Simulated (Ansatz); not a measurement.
Structure types of TePb were relaxed at one common pressure (all-electron LAPW in Ansatz 0.2.0 under PBE, scalar-relativistic, no spin polarisation, zero temperature). They take these volumes:

| type | space group | V (Å³/atom) |
| --- | --- | --- |
| rocksalt | Fm-3m | 32.97 |
| CsCl | Pm-3m | 29.79 |
| zincblende | F-43m | 44.33 |
| flat h-MgO | P6_3/mmc | 40.03 |
| NiAs | P6_3/mmc | 33.32 |

At about which pressure, and is the densest type also the lowest in enthalpy?

3.3 GPa. The densest is CsCl, and it is 161 meV/atom above rocksalt: its gain in pV doesn't pay for its higher energy here.
